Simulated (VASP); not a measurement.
Wanted: the native input for a VASP 6.6.1 run.

```
Task                   : band structure
Functional             : PBE
Potentials or basis    : VASP PAW PBE potentials, release 64 (Ag, Br)
Cutoff                 : 520 eV
k mesh                 : 8 × 8 × 8
Occupations            : gaussian, width 0.03 eV
Spin                   : no spin polarisation
Further INCAR settings : ALGO = Normal; EDIFF = 1e-06
```

The structure of AgBr lies in POSCAR:

```
AgBr                                    
1.0
    0.0000000000      2.8363309760      2.8363309760
    2.8363309760      0.0000000000      2.8363309760
    2.8363309760      2.8363309760     -0.0000000000
  Ag              Br            
     1     1
Direct
     1.0000000000000000    0.0000000000000000    1.0000000000000000
     0.5000000000000000    0.5000000000000000    0.5000000000000000
```

One way to write it, as run:

INCAR

```
SYSTEM = AgBr
PREC     = Accurate       ! precision mode
ENCUT    = 520            ! plane-wave cutoff, eV
EDIFF    = 1E-6           ! SCF threshold, eV
ISMEAR   = 0              ! smearing method
SIGMA    = 0.03           ! smearing width, eV
LREAL    = .False.        ! projectors in reciprocal space
LASPH    = .True.         ! aspherical terms in the spheres
NELM     = 80             ! most SCF steps
ALGO     = Normal         ! electronic algorithm
ISIF     = 2              ! what is computed and relaxed
LWAVE    = .False.        ! write WAVECAR
LCHARG   = .False.        ! write CHGCAR
LMAXMIX  = 4              ! l up to which the mixer works
GGA      = PE             ! functional
```

KPOINTS

```
regular mesh
0
Gamma
  8 8 8
  0 0 0
```

KPOINTS_OPT

```
explicit points
252
Reciprocal
 0.0000000000  0.0000000000  0.0000000000 1
 0.0357142857  0.0000000000  0.0357142857 1
 0.0714285714  0.0000000000  0.0714285714 1
 0.1071428571  0.0000000000  0.1071428571 1
 0.1428571429  0.0000000000  0.1428571429 1
 0.1785714286  0.0000000000  0.1785714286 1
[... 244 lines left out ...]
 0.4886948100  0.0113051900  0.5000000000 1
 0.5113051900 -0.0113051900  0.5000000000 1
```

Potentials or basis: VASP PAW PBE potentials, release 64 (Ag, Br).

The run is started by

```bash
$ cat potpaw_PBE.64/Ag/POTCAR potpaw_PBE.64/Br/POTCAR > POTCAR
$ mpirun -np 1 vasp_std > vasp.out
```

Results of the run:

| Item | Value |
| --- | --- |
| Pressure | 4.2 GPa |
| Band gap on the k mesh | 0.67 eV, indirect (least direct gap 2.73 eV) |
| Band gap along the path | 0.67 eV, indirect (least direct gap 2.73 eV) |

It took 46 s on 1 thread of AMD EPYC 9R45 (Zen 5), on a shared host, peak memory 0.15 GiB.
